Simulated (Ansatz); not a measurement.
# C: stress in a strained cell

C is deformed so: x and y strained by +4 %, z held. What stress and forces result, by LAPW, PAW and all-electron datasets made for the crystal?

Computed with Ansatz 0.2.0 (DFT PBE, scalar-relativistic, unless a step's input says otherwise).

1 further run of the same task is left out (set aside as unsound or not needed).

### Step 1. The starting structure

The structure is cubic, space group Pm-3m (No. 221). Conventional cell: a = 1.776 Å, b = 1.776 Å, c = 1.776 Å, α = 90.00°, β = 90.00°, γ = 90.00°. C (site symmetry m-3m) has 6 C at 1.78 Å as nearest neighbours.

Coordinates:

```xyz
1
Lattice="1.7756 0.0000 0.0000 0.0000 1.7756 0.0000 0.0000 0.0000 1.7756" Properties=species:S:1:pos:R:3 pbc="T T T"
C     0.0000    0.0000    0.0000
```

### Step 2. The deformed structure

Space group Pm-3m before, P4/mmm after.

### Step 3. LAPW, all electrons

input.yaml reads:

```yaml
crystal:
  lattice:
    - [1.8465857336, 0.0, 0.0]
    - [0.0, 1.8465857336, 0.0]
    - [0.0, 0.0, 1.7755632054]
  atoms:
    - { symbol: C, position: [0.0, 0.0, 0.0] }
kpoints:
  mp_grid: { grid: [15, 15, 15] }
scf:
  occupations: { method: fermi_dirac, width: 0.03 }
hamiltonian:
  xc: pbe
  pseudopotentials: { kind: all_electron, lapw: { basis_error: 0.001 } }
output:
  forces: true
  stress: true
  eigenvalues: true
```

The program printed (excerpt; [...] marks lines left out):

```text
LAPW: plane waves up to 9.555 Å⁻¹, error target 1.0e-3 eV per atom; small_component_spin mean_spin; C in spheres of 0.888 Å, 6 of its electrons in bands, Dirac shells []
[...]
Pseudopotentials: kind: all_electron
Pseudopotential: C, LAPW, valence charge 6, Koelling and Harmon's equation, gaussian nucleus
Functional definition: PBE
[...]
Crystal: 1 atoms, lattice volume = 6.054 Å³
Basis set: ecut = 347.82839835344134 eV, 81 PW (Γ), exchange–correlation at level 2
Bands: 7, of which v1, the nominal top of the filled ones, is band 3 counted from 1 (2 counted from 0)
Symmetry: 16 space group operations
Space group: P4/mmm (ITA 123), of the structure as read, at distance tolerance 1.8e-5 Å
k-points: 288 of 3375
[...]
SCF iter   1: F=—  HF=-1034.064951 eV  |F-HF|=—  |Δ(HF+E_count)|=         —  Δρ=4.39e-2  dr2=6.49e-2  ethr=1.08e-3  ⟨swp⟩=2.1  Hψ=15523  notcnv=0
[...]
SCF iter   5: F=-1034.067332 eV  HF=-1034.067332 eV  |F-HF|=5.43e-9  |Δ(HF+E_count)|=   2.03e-7  Δρ=9.51e-6  dr2=1.55e-9  ethr=1.12e-9  ⟨swp⟩=3.0  Hψ=6060  notcnv=0
[...]
SCF converged after 5 iterations
Free energy (F): -1034.067332 eV
[...]
E sigma→0 (E₀):  -1034.066803 eV
Entropy (-TS):   -0.001058 eV (-1.058 meV/atom)
Fermi energy:    13.107478 eV
[...]
--- Forces (eV/Å), atoms counted from 1 ---
  atom   1  C     -0.00000000    -0.00000000     0.00000000
[...]
--- Stress (GPa, compression-positive) ---
      -23.583066       0.000000       0.000000
        0.000000     -23.583066       0.000000
        0.000000       0.000000     -21.258068
  P = ⅓ Tr σ = -22.8081 GPa (-228.081 kbar)
--- Band table (eV; the first three rows and the last of 288) ---
  k-point 0: bands = ["-254.5420", "-7.6602", "21.2477", "21.2477", "23.3712", "37.0762", "38.1781"]
[...]
```

Wall time 5.8 s (1 thread, shared host).

Result: pressure -22.81 GPa; no gap.

### Step 4. Frozen-core PAW

input.yaml: that of step 3 with these lines changed.

```diff
@@ -13,3 +13,3 @@
   xc: pbe
-  pseudopotentials: { kind: all_electron, lapw: { basis_error: 0.001 } }
+  pseudopotentials: { kind: paw }
 output:
@@ -18 +18,2 @@
   eigenvalues: true
+  efg: { contact_densities: true }
```

The program printed (excerpt; [...] marks lines left out):

```text
[...]
Pseudopotentials: kind: paw
Pseudopotential: C, paw, valence charge 4, recommended cutoff 420 eV (normal)
[... 1 set-up line as earlier in the session ...]
[...]
Crystal: 1 atoms, lattice volume = 6.054 Å³
Basis set: ecut = 420 eV, 121 PW (Γ), exchange–correlation on 30×30×24 points (8 copies of the dense FFT grid, shifted against one another)
Bands: 6, of which v1, the nominal top of the filled ones, is band 2 counted from 1 (1 counted from 0)
[... 2 set-up lines as earlier in the session ...]
k-points: 288 of 3375
[...]
SCF iter   1: F=—  HF=-248.143366 eV  |F-HF|=—  |Δ(HF+E_count)|=         —  Δρ=6.78e-3  dr2=9.10e-4  ethr=1.77e-3  ⟨swp⟩=5.0  Hψ=13539  notcnv=0
[...]
SCF iter   6: F=-248.143563 eV  HF=-248.143563 eV  |F-HF|=1.14e-13  |Δ(HF+E_count)|=  1.34e-11  Δρ=7.16e-8  dr2=1.37e-13  ethr=1.00e-12  ⟨swp⟩=1.3  Hψ=4698  notcnv=0
[...]
SCF converged after 6 iterations
Free energy (F): -248.143563 eV
[...]
E sigma→0 (E₀):  -248.143040 eV
Entropy (-TS):   -0.001045 eV (-1.045 meV/atom)
Fermi energy:    12.810372 eV
[...]
--- Forces (eV/Å), atoms counted from 1 ---
  atom   1  C      0.00000000     0.00000000     0.00000000
[...]
--- Stress (GPa, compression-positive) ---
      -23.397593       0.000000       0.000000
        0.000000     -23.397593       0.000000
        0.000000       0.000000     -21.138268
  P = ⅓ Tr σ = -22.6445 GPa (-226.445 kbar)
--- PAW observables at the nuclei: V_zz in 10²¹ V/m², potentials from the cell's mean, atoms counted from 1 ---
  atom   1  C  V_zz =    -0.275548   η = 0.0000   by run symmetry: allowed
            electrostatic potential = -417.137434 V   contact ρ = 870.634164 e/Å³
--- Band table (eV; the first three rows and the last of 288) ---
  k-point 0: bands = ["-7.9600", "20.9410", "20.9410", "23.0610", "36.7980", "37.8954"]
[...]
```

Wall time 1.5 s (1 thread, shared host).

In short: pressure -22.64 GPa; no gap; Vzz C -0.28 (η = 0.00) (10²¹ V/m²).

### Step 5. All-electron PAW on datasets made for the crystal

input.yaml: that of step 4 with these lines changed.

```diff
@@ -13,3 +13,3 @@
   xc: pbe
-  pseudopotentials: { kind: paw }
+  pseudopotentials: { kind: all_electron, datasets: crystal }
 output:
```

The program printed (excerpt; [...] marks lines left out):

```text
[...]
[... 1 set-up line as earlier in the session ...]
Pseudopotential: C, paw, valence charge 4, recommended cutoff 440 eV (normal), Koelling and Harmon's equation, gaussian nucleus
[... 1 set-up line as earlier in the session ...]
[...]
Crystal: 1 atoms, lattice volume = 6.054 Å³
Basis set: ecut = 440 eV, 123 PW (Γ), exchange–correlation on 30×30×30 points (8 copies of the dense FFT grid, shifted against one another)
Bands: 6, of which v1, the nominal top of the filled ones, is band 2 counted from 1 (1 counted from 0)
[... 2 set-up lines as earlier in the session ...]
k-points: 288 of 3375
[...]
SCF iter   1: F=—  HF=-1034.016299 eV  |F-HF|=—  |Δ(HF+E_count)|=         —  Δρ=4.86e-2  dr2=7.11e-2  ethr=1.83e-3  ⟨swp⟩=2.8  Hψ=10584  notcnv=0
[...]
In the spheres:  the bands' charges fall short by 1.2e-7 e at most (sound up to 1e-3)
Fermi energy:    13.107532 eV
[...]
  The terms above E_closure are by the made datasets' own strengths, without shells solved beside the bands.
--- Forces (eV/Å), atoms counted from 1 ---
  atom   1  C     -0.00000000     0.00000000     0.00000000
[...]
--- Stress (GPa, compression-positive) ---
      -23.574523       0.000000       0.000000
        0.000000     -23.574523       0.000000
        0.000000       0.000000     -21.246163
  P = ⅓ Tr σ = -22.7984 GPa (-227.984 kbar)
--- PAW observables at the nuclei: V_zz in 10²¹ V/m², potentials from the cell's mean, atoms counted from 1 ---
  atom   1  C  V_zz =    -0.307112   η = 0.0000   by run symmetry: allowed
            electrostatic potential = -417.214119 V   contact ρ = 870.788400 e/Å³
--- Band table (eV; the first three rows and the last of 288) ---
  k-point 0: bands = ["-7.6602", "21.2476", "21.2476", "23.3711"]
[...]
```

Run time: 3.7 s. Hardware: 1 thread, shared host.

Read from it: pressure -22.80 GPa; no gap; Vzz C -0.31 (η = 0.00) (10²¹ V/m²).

### Step 6. Stress and forces compared

Stress (GPa, compression positive):

| method | xx | yy | zz | yz | xz | xy |
| --- | --- | --- | --- | --- | --- | --- |
| LAPW | -23.58 | -23.58 | -21.26 | 0.00 | 0.00 | 0.00 |
| PAW | -23.40 | -23.40 | -21.14 | 0.00 | 0.00 | 0.00 |
| crystal datasets | -23.57 | -23.57 | -21.25 | 0.00 | 0.00 | 0.00 |

```
          method  pressure (GPa)  Vzz C (10²¹ V/m²)  SCF cycles, all passes   time
            LAPW          -22.81                  –                       5  5.8 s
             PAW          -22.64              -0.28                       6  1.5 s
crystal datasets          -22.80              -0.31                       5  3.7 s
```

### Step 7. What came out

```
                                 quantity                                                 value
                                 pressure  LAPW -22.81, PAW -22.64, crystal datasets -22.80 GPa
largest shear or deviatoric stress (LAPW)                                              1.55 GPa
```

**Reading.** The largest part of the stress beyond the pressure is 1.55 GPa in size, in the zz component. No run of the undeformed cell stands beside it, so the pressure holds what the given cell had before the change. PAW: stress within 0.19 GPa of LAPW. Crystal datasets: stress within 0.01 GPa of LAPW.
